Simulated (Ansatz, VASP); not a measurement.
This is a calculation of BAs for VASP 6.6.1.

File INCAR:

```
PREC = Accurate
ENCUT = 520
EDIFF = 1E-7
ISMEAR = -1
SIGMA = 0.05
LREAL = F
LASPH = T
NELM = 80
ALGO = Normal
ISIF = 2
LWAVE = F
LCHARG = F
GGA = PS
NBANDS = 11
```

File KPOINTS:

```
Automatic mesh
0
Gamma
  10 10 10
```

POSCAR

```
BAs
1.0
    0.0000000000      2.4199312360      2.4199312360
    2.4199312360      0.0000000000      2.4199312360
    2.4199312360      2.4199312360      0.0000000000
As B
1 1
Direct
    0.7500000000      0.7500000000      0.7500000000
    0.0000000000      0.0000000000      0.0000000000
```

Potentials or basis: VASP PAW PBE potentials, release 64 (As, B).

Command:

```console
$ cat potpaw_PBE.64/As/POTCAR potpaw_PBE.64/B/POTCAR > POTCAR
$ mpirun -np 1 vasp_std > vasp.out
```

**Question.** Translate it to Ansatz 0.2.0. Potentials there: all-electron LAPW, scalar-relativistic.

**Answer.** As run (the cutoff follows the program's own potentials):

The input input.yaml:

```yaml
crystal:
  lattice:
    - [0.0, 2.419931236, 2.419931236]
    - [2.419931236, 0.0, 2.419931236]
    - [2.419931236, 2.419931236, 0.0]
  atoms:
    - { symbol: As, position: [0.75, 0.75, 0.75] }
    - { symbol: B, position: [0.0, 0.0, 0.0] }
kpoints:
  mp_grid: { grid: [10, 10, 10] }
scf:
  occupations: { method: fermi_dirac, width: 0.05 }
hamiltonian:
  xc: pbesol
  pseudopotentials: { kind: all_electron, lapw: { basis_error: 0.0005 } }
output:
  forces: true
  stress: true
  eigenvalues: true
```

Potentials or basis: all-electron LAPW, scalar-relativistic.

Launch:

```bash
$ ansatz run input.yaml --threads 1 --pin off --max-ram 3072MiB --backend cpu --events-out ev --progress --plain --runs-dir out
```

Both were run:

|  | VASP | Ansatz | Ansatz less VASP |
| --- | --- | --- | --- |
| gap on the k mesh at the Fermi level (eV) | 1.11 | 1.12 | +0.010 |
| least direct gap on the mesh (eV) | 3.19 | 3.20 | +0.006 |
| pressure (GPa) | -5.0 | -5.8 | -0.74 |

Ansatz ran all-electron here, so the differences hold the error of VASP's frozen core and of both bases.

Caveats: the PAW data sets were made with another functional, which shifts forces and pressure a little (VASP). A k mesh can miss the band edges.
